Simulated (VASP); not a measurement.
# Cu in VASP: single point with LDA

Aim: the single point of Cu with LDA.

Everything below comes from runs of VASP 6.6.1. Logs are shortened: lines on timing, memory, paths and dates and some standing lists are left out, and cuts for length are marked.

## Step 1: The cell of the first run

The cell holds a slab with vacuum, 8 atoms: a = 2.488 Å, b = 2.488 Å, c = 27.315 Å, α = 90.00°, β = 90.00°, γ = 90.00°.

The slab is cut from a database's or a generator's crystal, which needn't be the stable form of the element.

## Step 2: Single point, LDA ((1 0 0) slab cut from the bulk)

File INCAR:

```
SYSTEM = Cu
ALGO = Fast
DIPOL = 0.5 0.5 0.500
EDIFF = 1E-7
ENCUT = 520
GGA = CA
IDIPOL = 3
ISIF = 2
ISMEAR = 0
LASPH = .TRUE.
LCHARG = .FALSE.
LDIPOL = .TRUE.
LREAL = .FALSE.
LWAVE = .FALSE.
NBANDS = 54
NELM = 100
PREC = Accurate
SIGMA = 0.1
```

File KPOINTS:

```
k-points
0
G
  14 14 1
  0 0 0
```

File POSCAR:

```
Cu
1.0
    2.4880527793      0.0000000000      0.0000000000
    0.0000000000      2.4880527793      0.0000000000
    0.0000000000      0.0000000000     27.3152329456
Cu
8
Direct
    0.5000000000      0.5000000000      0.2745720681
    0.0000000000      0.0000000000      0.3389800486
    0.5000000000      0.5000000000      0.4033880292
    0.0000000000      0.0000000000      0.4677960097
    0.5000000000      0.5000000000      0.5322039903
    0.0000000000      0.0000000000      0.5966119708
    0.5000000000      0.5000000000      0.6610199514
    0.0000000000      0.0000000000      0.7254279319
```

Potentials or basis: VASP PAW LDA potentials, release 64 (Cu).

Started as:

```sh
$ cat potpaw_LDA.64/Cu/POTCAR > POTCAR
$ mpirun -np 1 vasp_std > vasp.out
```

OUTCAR:

```text
SYSTEM = Cu
   EDIFF = 1E-7
   ENCUT = 520
   GGA = CA
   ISIF = 2
   ISMEAR = 0
   LASPH = .TRUE.
   LREAL = .FALSE.
   NELM = 100
   PREC = Accurate

 ion  position               nearest neighbor table
   1  0.500  0.500  0.275-   2 2.49   2 2.49   2 2.49   2 2.49
   2  0.000  0.000  0.339-   1 2.49   1 2.49   1 2.49   1 2.49   3 2.49   3 2.49   3 2.49   3 2.49

   3  0.500  0.500  0.403-   4 2.49   4 2.49   4 2.49   4 2.49   2 2.49   2 2.49   2 2.49   2 2.49

   4  0.000  0.000  0.468-   3 2.49   3 2.49   3 2.49   3 2.49   5 2.49   5 2.49   5 2.49   5 2.49

   5  0.500  0.500  0.532-   6 2.49   6 2.49   6 2.49   6 2.49   4 2.49   4 2.49   4 2.49   4 2.49

   6  0.000  0.000  0.597-   5 2.49   5 2.49   5 2.49   5 2.49   7 2.49   7 2.49   7 2.49   7 2.49

   7  0.500  0.500  0.661-   8 2.49   8 2.49   8 2.49   8 2.49   6 2.49   6 2.49   6 2.49   6 2.49

   8  0.000  0.000  0.725-   7 2.49   7 2.49   7 2.49   7 2.49

  LATTYP: Found a simple tetragonal cell.
 ALAT       =     2.4880527793
 C/A-ratio  =    10.9785584827

  Lattice vectors:

 A1 = (   2.4880527793,   0.0000000000,   0.0000000000)
 A2 = (   0.0000000000,   2.4880527793,   0.0000000000)
 A3 = (   0.0000000000,   0.0000000000,  27.3152329456)

Analysis of symmetry for initial positions (statically):
=====================================================================
 Subroutine PRICEL returns:
 Original cell was already a primitive cell.

 Routine SETGRP: Setting up the symmetry group for a
 simple tetragonal supercell.

 Subroutine GETGRP returns: Found 16 space group operations
 (whereof  8 operations were pure point group operations)
 out of a pool of 16 trial point group operations.

The static configuration has the point symmetry C_4v.
 The point group associated with its full space group is D_4h.

Analysis of symmetry for dynamics (positions and initial velocities):
=====================================================================
 Subroutine PRICEL returns:
 Original cell was already a primitive cell.

 Routine SETGRP: Setting up the symmetry group for a
 simple tetragonal supercell.

 Subroutine GETGRP returns: Found 16 space group operations
 (whereof  8 operations were pure point group operations)
 out of a pool of 16 trial point group operations.

The dynamic configuration has the point symmetry C_4v.
 The point group associated with its full space group is D_4h.

 Subroutine INISYM returns: Found 16 space group operations
 (whereof  8 operations are pure point group operations),
 and found     1 'primitive' translations

----------------------------------------------------------------------------------------

                                     Primitive cell

  volume of cell :     169.0924

  direct lattice vectors                    reciprocal lattice vectors
     2.488052779  0.000000000  0.000000000     0.401920734  0.000000000  0.000000000
     0.000000000  2.488052779  0.000000000     0.000000000  0.401920734  0.000000000
     0.000000000  0.000000000 27.315232946     0.000000000  0.000000000  0.036609609

  length of vectors
     2.488052779  2.488052779 27.315232946     0.401920734  0.401920734  0.036609609

  position of ions in fractional coordinates (direct lattice)
     0.500000000  0.500000000  0.274572068
     0.000000000  0.000000000  0.338980049
     0.500000000  0.500000000  0.403388029
     0.000000000  0.000000000  0.467796010
     0.500000000  0.500000000  0.532203990
     0.000000000  0.000000000  0.596611971
     0.500000000  0.500000000  0.661019951
     0.000000000  0.000000000  0.725427932

  ion indices of the primitive-cell ions
   primitive index   ion index
                 1           1
                 2           2
                 3           3
                 4           4
                 5           5
                 6           6
                 7           7
                 8           8

----------------------------------------------------------------------------------------

 KPOINTS: k-points

Automatic generation of k-mesh.
 Grid dimensions read from file:
 generate k-points for:   14   14    1

 Generating k-lattice:

  Cartesian coordinates                     Fractional coordinates (reciprocal lattice)
     0.028708624  0.000000000  0.000000000     0.071428571  0.000000000  0.000000000
     0.000000000  0.028708624  0.000000000     0.000000000  0.071428571  0.000000000
     0.000000000  0.000000000  0.036609609     0.000000000  0.000000000  1.000000000

  Length of vectors
     0.028708624  0.028708624  0.036609609

  Shift w.r.t. Gamma in fractional coordinates (k-lattice)
     0.000000000  0.000000000  0.000000000

 Subroutine IBZKPT returns following result:
 ===========================================

 Found     36 irreducible k-points:

 Following reciprocal coordinates:
            Coordinates               Weight
  0.000000  0.000000  0.000000      1.000000
  0.071429  0.000000  0.000000      4.000000
  0.142857  0.000000  0.000000      4.000000
  0.214286  0.000000  0.000000      4.000000
  0.285714  0.000000  0.000000      4.000000
  0.357143  0.000000  0.000000      4.000000
[... 16 lines left out ...]
  0.285714  0.214286  0.000000      8.000000
  0.357143  0.214286  0.000000      8.000000
 [... further k-points ...]
   k-points           NKPTS =     36   k-points in BZ     NKDIM =     36   number of bands    NBANDS=     54
   number of dos      NEDOS =    301   number of ions     NIONS =      8
   total plane-waves  NPLWV =  84000
   dimension x,y,z NGX =    20 NGY =   20 NGZ =  210
   dimension x,y,z NGXF=    40 NGYF=   40 NGZF=  420
   ions per type =               8
   NGX,Y,Z   is equivalent  to a cutoff of  13.36, 13.36, 12.78 a.u.
   NGXF,Y,Z  is equivalent  to a cutoff of  26.73, 26.73, 25.56 a.u.
 SYSTEM =  Cu
   PREC   = accura    normal or accurate (medium, high low for compatibility)
   ISTART =      0    job   : 0-new  1-cont  2-samecut
   ICHARG =      2    charge: 1-file 2-atom 10-const
   ISPIN  =      1    spin polarized calculation?
   LNONCOLLINEAR =      F non collinear calculations
   LSORBIT =      F    spin-orbit coupling
   LASPH  =      T    aspherical Exc in radial PAW
   ENCUT  =  520.0 eV  38.22 Ry    6.18 a.u.   4.63  4.63 50.79*2*pi/ulx,y,z
   NELM   =    100;   NELMIN=  2; NELMDL= -5     # of ELM steps
   EDIFF  = 0.1E-06   stopping-criterion for ELM
   LREAL  =      F    real-space projection
   EDIFFG = 0.1E-05   stopping-criterion for IOM
   NSW    =      0    number of steps for IOM
   IBRION =     -1    ionic relax: 0-MD 1-quasi-New 2-CG
   NFREE  =      0    steps in history (QN), initial steepest desc. (CG)
   ISIF   =      2    stress and relaxation
   ISYM   =      2    0-nonsym 1-usesym 2-fastsym
   POTIM  = 0.5000    time-step for ionic-motion
   TEBEG  =    0.0;   TEEND  =   0.0 temperature during run
   PSTRESS=    0.0 pullay stress
   NELECT =      88.0000    total number of electrons
   NUPDOWN=      -1.0000    fix difference up-down
   EMIN   =  10.00;   EMAX   =-10.00  energy-range for DOS
   EFERMI =   0.00;   METHOD = LEGACY
   ISMEAR =     0;   SIGMA  =   0.10  broadening in eV -4-tet -1-fermi 0-gaus
   EFERMI_NEDOS =   21; number of points for ismear=-14 and -15
   IALGO  =     68    algorithm
   IMIX   =      4    mixing-type and parameters
     AMIX     =   0.40;   BMIX     =  1.00
     AMIX_MAG =   1.60;   BMIX_MAG =  1.00
  volume/ion in A,a.u.               =      21.14       142.64
  Fermi-wavevector in a.u.,A,eV,Ry     =   1.316824  2.488436 23.592844  1.734025
  Thomas-Fermi vector in A             =   2.446909
   LORBIT       =      0    0 simple, 1 ext, 2 COOP (PROOUT), +10 PAW based schemes
   GGA     = CA    functional components
   LHFCALC =     F    Hartree Fock is set to
   AEXX    =    0.0000 exact exchange contribution
   IVDW    =     0    specifies the selected vdW correction
   LEPSILON=     F    determine dielectric tensor
   LRPA    =     F    only Hartree local field effects (RPA)
 non-spin polarized calculation
 RMM-DIIS sequential band-by-band and
 Gauss-broadening in eV      SIGMA  =   0.10
  energy-cutoff  :      520.00
  volume of cell :      169.09
 maximum number of plane-waves:      4641
 NGX is ok and might be reduce to    20
   NGX =  9   NGY =  9   NGZ =101

 number of electron      88.0000118 magnetization

 dipolmoment           0.000000      0.000000     -0.000000 electrons x Angstroem

 Free energy of the ion-electron system (eV)
  ---------------------------------------------------
  ext. energy  EPLUGINS =         0.00000000
  ---------------------------------------------------
  free energy    TOTEN  =       -36.13516647 eV

  energy without entropy =      -36.12095555  energy(sigma->0) =      -36.12806101

 E-fermi :   1.9771     XC(G=0):  -7.7511

 val. band max:        1.9564109323   @ k =   0.5000   0.0000   0.0000
 cond. band min:       2.0039633666   @ k =   0.2143   0.1429   0.0000
 fundamental gap:      0.0475524343
 Fermi energy:         1.9771477585

 k-point     1 :       0.0000    0.0000    0.0000
  band No.  band energies     occupation
      1      -7.7970      2.00000
      2      -7.2534      2.00000
      3      -6.3997      2.00000
      4      -5.3158      2.00000
      5      -4.2178      2.00000
      6      -3.5232      2.00000
[... 46 lines left out ...]
     53       9.1463      0.00000
     54      10.8678      0.00000

 k-point     2 :       0.0714    0.0000    0.0000
  band No.  band energies     occupation
      1      -7.6666      2.00000
      2      -7.1262      2.00000
      3      -6.2784      2.00000
      4      -5.2038      2.00000
      5      -4.1189      2.00000
      6      -3.4443      2.00000
[... 46 lines left out ...]
     53       9.2510      0.00000
     54      10.9959      0.00000
[... 1195 lines left out ...]
     53       9.8087      0.00000
     54       9.8425      0.00000

 k-point    24 :       0.3571    0.2143    0.0000
  band No.  band energies     occupation
      1      -4.1075      2.00000
      2      -3.7618      2.00000
      3      -3.3224      2.00000
      4      -2.9405      2.00000
      5      -2.6679      2.00000
      6      -2.5077      2.00000
[... 46 lines left out ...]
     53       9.1116      0.00000
     54       9.8314      0.00000

 [... further k-points ...]

------------------------ aborting loop because EDIFF is reached ----------------------------------------

 vacuum level on the upper side and lower side of the slab       (xc-potential included)        -0.112        -0.112

  FORCE on cell =-STRESS in cart. coord.  units (eV):
  Direction    XX          YY          ZZ          XY          YZ          ZX
  --------------------------------------------------------------------------------------
  -------------------------------------------------------------------------------------
  Total       -1.6287096     -1.6287096     -0.7662909      0.0000000      0.0000000      0.0000000
  in kB      -15.4322823    -15.4322823     -7.2607283      0.0000000      0.0000000      0.0000000
  external PRESSURE =     -12.7084310 kB  Pullay stress =       0.0000000 kB

 VOLUME and BASIS-vectors are now :
 -----------------------------------------------------------------------------
  energy-cutoff  :      520.00
  volume of cell :      169.09
      direct lattice vectors                 reciprocal lattice vectors
     2.488052779  0.000000000  0.000000000     0.401920734  0.000000000  0.000000000
     0.000000000  2.488052779  0.000000000     0.000000000  0.401920734  0.000000000
     0.000000000  0.000000000 27.315232946     0.000000000  0.000000000  0.036609609

 POSITION                                       TOTAL-FORCE (eV/Angst)
 -----------------------------------------------------------------------------------
      1.24403      1.24403      7.50000        -0.000000      0.000000      0.237983
      0.00000      0.00000      9.25932        -0.000000      0.000000     -0.267541
      1.24403      1.24403     11.01864        -0.000000     -0.000000      0.021435
      0.00000      0.00000     12.77796        -0.000000     -0.000000      0.006983
      1.24403      1.24403     14.53728         0.000000      0.000000     -0.006983
      0.00000      0.00000     16.29659        -0.000000      0.000000     -0.021435
      1.24403      1.24403     18.05591         0.000000     -0.000000      0.267541
      0.00000      0.00000     19.81523        -0.000000     -0.000000     -0.237983
 -----------------------------------------------------------------------------------
    total drift:                               -0.000000     -0.000000     -0.000000

  FREE ENERGIE OF THE ION-ELECTRON SYSTEM (eV)
  ---------------------------------------------------
  free  energy   TOTEN  =       -36.1351664748 eV

  energy  without entropy=      -36.1209555462  energy(sigma->0) =      -36.12806101

 vacuum level on the upper side and lower side of the slab         6.784         6.784
```

It took 7.4 min on 1 thread of Intel Xeon Platinum 8488C (Sapphire Rapids), shared host; peak memory 0.35 GiB.

What came out:

| Property | Result |
| --- | --- |
| Free energy | -36.1352 eV |
| Largest force | 0.268 eV/Å |
| Band gap on the k mesh | none (metal or under the smearing width) |

Forces in eV/Å, atoms in the order of the input:
```
Cu   0.000  0.000  0.238
Cu   0.000  0.000 -0.268
Cu   0.000  0.000  0.021
Cu   0.000  0.000  0.007
Cu   0.000  0.000 -0.007
Cu   0.000  0.000 -0.021
Cu   0.000  0.000  0.268
Cu   0.000  0.000 -0.238
```
